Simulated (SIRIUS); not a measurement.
Rh: single point with PBEsol

The system is Rh.

```
Rh
1.0
    -0.03933    1.88309    1.96246
     1.90193    0.03281    1.89032
     1.92465    1.83367    0.01009
Rh
1
Direct
  0.00477 0.00350 0.99418
```

The cell isn't the ideal one: cell strained at random at fixed volume.

```yaml
Program: SIRIUS 7.10.0
Task: single point
Functional: PBEsol
Potentials_or_basis: PseudoDojo 0.4.1 PBEsol standard (scalar relativistic)
Cutoff: 1202 eV
Density_cutoff: 4809 eV
k_mesh: 12 × 12 × 12
Occupations: fermi-dirac, width 0.05 eV
Spin: no spin polarisation
```

```yaml
Pressure: -2.1 GPa
Band_gap_on_the_k_mesh: none (metal or under the smearing width)
```

Stress tensor (GPa, compression positive):
```
 -7.17   1.96   5.54
  1.96   5.23 -10.04
  5.54 -10.04  -4.41
```

Wall time 6.5 min on 1 thread of Arm Neoverse V1, with other jobs on the host, peak memory 1.6 GiB.
